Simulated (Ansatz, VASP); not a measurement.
**Two plane-wave programs on AlN**

Contents of INCAR:

```
ALGO = Normal
EDIFF = 1E-7
ENCUT = 520
GGA = PE
ISIF = 2
ISMEAR = 0
LASPH = T
LCHARG = T
LELF = T
LREAL = F
LVHAR = T
LWAVE = F
NBANDS = 11
NELM = 100
PREC = Accurate
SIGMA = 0.05
```

KPOINTS

```
k-points
0
Gamma
  10 10 10
```

File POSCAR:

```
AlN
1.0
   -0.0972688993      1.9870646567      1.9870646567
    1.9870646567     -0.0972688993      1.9870646567
    1.9870646567      1.9870646567     -0.0972688993
Al N
1 1
Direct
    0.5000000000      0.5000000000      0.5000000000
    0.0000000000      0.0000000000      0.0000000000
```

Input for Ansatz:

```yaml
crystal:
  lattice:
    - [-0.0972688993, 1.9870646567, 1.9870646567]
    - [1.9870646567, -0.0972688993, 1.9870646567]
    - [1.9870646567, 1.9870646567, -0.0972688993]
  atoms:
    - { symbol: Al, position: [0.5, 0.5, 0.5] }
    - { symbol: "N", position: [0.0, 0.0, 0.0] }
basis:
  ecutwfc: 420
kpoints:
  mp_grid: { grid: [10, 10, 10] }
hamiltonian:
  xc: pbe
scf:
  occupations: { method: gaussian, width: 0.05 }
output:
  forces: true
  stress: true
  eigenvalues: true
  write_density: true
  write_potential: true
  elf: true
  volumetric_format: npy
```

Alike in both runs: task single point; functional PBE; k mesh 10 × 10 × 10; occupations gaussian, width 0.05 eV; no spin polarisation.

|  | VASP | Ansatz |
| --- | --- | --- |
| version | VASP 6.6.1 | Ansatz 0.2.0 |
| potentials or method | VASP PAW PBE potentials, release 64 (Al, N) | scalar-relativistic, plane waves, PAW |
| plane-wave cutoff (eV) | 520 | 420 |
| valence electrons in the cell | 8 | 8 |

|  | VASP | Ansatz | Ansatz less VASP |
| --- | --- | --- | --- |
| gap on the k mesh at the Fermi level (eV) | 3.37 | 3.38 | +0.014 |
| least direct gap on the mesh (eV) | 4.60 | 4.59 | -0.010 |
| pressure (GPa) | 0.4 | 0.7 | +0.27 |
| largest component of the traceless stress (GPa) | 13.56 | 13.55 | -0.007 |

The functional is the same, so the differences come from potentials, cutoffs and numerics.

A k mesh can miss the band edges. As with any semilocal functional, this PBE gap is likely too small.
